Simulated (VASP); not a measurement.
Crystal: Cu3Au (Auricupride).

```
Au Cu
1.0
     3.74000    0.00000    0.00000
     0.00000    3.74000    0.00000
     0.00000    0.00000    3.74000
Au Cu
1 3
Cartesian
  0.0000 0.0000 0.0000
  1.8700 1.8700 0.0000
  1.8700 0.0000 1.8700
  0.0000 1.8700 1.8700
```

Base run:

* Program: VASP 6.6.1
* Functional: MS2
* Potentials or basis: VASP PAW PBE potentials, release 64 (Au, Cu)
* Cutoff: 520 eV
* k mesh: 7 × 7 × 7
* Occupations: fermi-dirac, width 0.05 eV
* Spin: no spin polarisation

Its results: pressure -6.3 GPa.

The run is repeated on the same cell with these changes: functional from MS2 to PBE; occupations from fermi-dirac, width 0.05 eV to gaussian, width 0.012 eV. What comes out?

Pressure 5.3 GPa.

Caveats: the PAW data sets were made with another functional, which shifts forces and pressure a little (some runs).
